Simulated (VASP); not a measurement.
Write the native input for VASP 6.6.1 that does the following.

* Task: single point
* Functional: PBE
* Potentials or basis: VASP PAW PBE potentials, release 64 (Mo_sv, Te)
* Cutoff: 520 eV
* k mesh: 6 × 6 × 6
* Occupations: fermi-dirac, width 0.02 eV
* Spin: no spin polarisation
* Dipole correction: no
* Further INCAR settings: ALGO = Fast; EDIFF = 1e-06; NBANDS = 20

The structure of Te2Mo lies in POSCAR:

```
Te2Mo
1.0
    0.0000000000      3.3230818229      3.3230818229
    3.3230818229      0.0000000000      3.3230818229
    3.3230818229      3.3230818229      0.0000000000
Mo Te
1 2
Direct
    0.0000000000      0.0000000000      0.0000000000
    0.2500000000      0.2500000000      0.2500000000
    0.7500000000      0.7500000000      0.7500000000
```

The cell was built by a generator and needn't be a form met in nature.

One way to write it, as run:

INCAR

```
SYSTEM = Te2Mo
  PREC = Accurate
  ENCUT = 520
  EDIFF = 1E-6
  ISMEAR = -1
  SIGMA = 0.02
  LREAL = .FALSE.
  LASPH = .TRUE.
  NELM = 100
  ALGO = Fast
  ISIF = 2
  LWAVE = .FALSE.
  LCHARG = .FALSE.
  GGA = PE
  NBANDS = 20
```

KPOINTS

```
regular mesh
0
G
  6 6 6
  0 0 0
```

Potentials or basis: VASP PAW PBE potentials, release 64 (Mo_sv, Te).

Run with:

```bash
$ cat potpaw_PBE.64/Mo_sv/POTCAR potpaw_PBE.64/Te/POTCAR > POTCAR
$ mpirun -np 1 vasp_std > vasp.out
```

It gave:

The pressure is -0.1 GPa and the band gap on the k mesh is none (metal or under the smearing width).

Run time: 15 s on 1 thread of Intel(R) Xeon(R) Platinum 8488C (Sapphire Rapids), with other jobs on the host, peak memory 0.21 GiB.
